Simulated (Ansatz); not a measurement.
# SrTiO3: the cost of one run

Computed with Ansatz 0.2.0 (DFT, PBE, plane-wave PAW, default files, scalar-relativistic, as far as a step names no other, unless a step's input says otherwise).

### 1 Starting point

The structure is tetragonal, space group I4/mcm (No. 140). The conventional cell has a = 5.511 Å, b = 5.511 Å, c = 7.796 Å, α = 90.00°, β = 90.00°, γ = 90.00°. Sr (site symmetry -42m) is surrounded by 12 O at 2.73 to 2.78 Å. Ti (site symmetry 4/m) has 6 O at 1.95 Å as nearest neighbours. O (site symmetry 422) is surrounded by 2 Ti at 1.95 Å and 4 Sr at 2.76 Å. Around O (site symmetry m2m) lie 2 Ti at 1.95 Å and 4 Sr at 2.73 to 2.78 Å.

As a file:

```xyz
10
Lattice="-2.7555 2.7555 3.8980 2.7555 -2.7555 3.8980 2.7555 2.7555 -3.8980" Properties=species:S:1:pos:R:3 pbc="T T T"
Sr    0.0000    2.7555    1.9490
Sr    2.7555    0.0000    1.9490
Ti    0.0000    0.0000    0.0000
Ti    0.0000    0.0000    3.8980
O     0.0000    0.0000    1.9490
O     0.0000    0.0000    5.8470
O     1.3507    4.1062    0.0000
O     1.4048    1.3507    0.0000
O     1.4048   -1.3507    3.8980
O     1.3507    1.4048    3.8980
```

The earlier run gave: gap on the mesh 1.90 eV, largest force 0.016 eV/Å, pressure 5.5 GPa.

The printed gradients, by site:

| site | atoms | first shell | V_zz (10²¹ V/m²) | η | C_Q (MHz) |
| --- | --- | --- | --- | --- | --- |
| Sr | 1, 2 | 12 O at 2.73–2.78 Å | -0.071 | 0.00 | -0.520 (⁸⁷Sr) |
| Ti | 3, 4 | 6 O at 1.95 Å | 0.012 | 0.00 | 0.071 (⁴⁹Ti) |
| O5 | 5, 6 | 2 Ti at 1.95 Å, angle 180°; also 4 Sr at 2.76 Å | 1.24 | 0.00 | -0.769 (¹⁷O) |
| O7 | 7, 8, 9, 10 | 2 Ti at 1.95 Å, angle 178°; also 4 Sr at 2.73–2.78 Å | 1.25 | 0.01 | -0.770 (¹⁷O) |

V_zz is the principal component of the electric field gradient with the largest magnitude, η = (V_xx − V_yy)/V_zz and C_Q = eQV_zz/h. Nuclear quadrupole moments: year-2017 set (Pyykkö).

### 2 Z stretched by +2 %, ions relaxed

Contents of input.yaml:

```yaml
crystal:
  lattice:
    - [-2.7555, 2.7555, 3.97596]
    - [2.7555, -2.7555, 3.97596]
    - [2.7555, 2.7555, -3.97596]
  atoms:
    - { symbol: Sr, position: [0.75, 0.25, 0.5] }
    - { symbol: Sr, position: [0.25, 0.75, 0.5] }
    - { symbol: Ti, position: [0.0, 0.0, 0.0] }
    - { symbol: Ti, position: [0.5, 0.5, 0.0] }
    - { symbol: O, position: [0.25, 0.25, 0.0] }
    - { symbol: O, position: [0.75, 0.75, 0.0] }
    - { symbol: O, position: [0.7283236542, 0.2283236542, 0.9566473085] }
    - { symbol: O, position: [0.2283236542, 0.2716763458, 0.5] }
    - { symbol: O, position: [0.2716763458, 0.7716763458, 0.0433526915] }
    - { symbol: O, position: [0.7716763458, 0.7283236542, 0.5] }
kpoints:
  mp_grid: { grid: [8, 8, 8] }
scf:
  occupations: { method: fermi_dirac, width: 0.02 }
hamiltonian:
  xc: pbe
  pseudopotentials: { kind: paw }
output:
  forces: true
  stress: true
  populations: true
  efg:
    quadrupole_moments_barn: { Sr: 0.305, Ti: 0.247, O: -0.02558 }
    contact_densities: true
relax:
  f_tol: 0.02
  max_steps: 60
```

Run with:

```bash
$ ansatz run input.yaml --threads 4 --pin off --max-ram 8192MiB --backend cpu --events-out ev --progress --plain --runs-dir out
```

What time and memory should one allow on 4 threads of AMD EPYC 9R45 (Zen 5), shared host?

About 6 s, with a peak of 0.74 GiB.
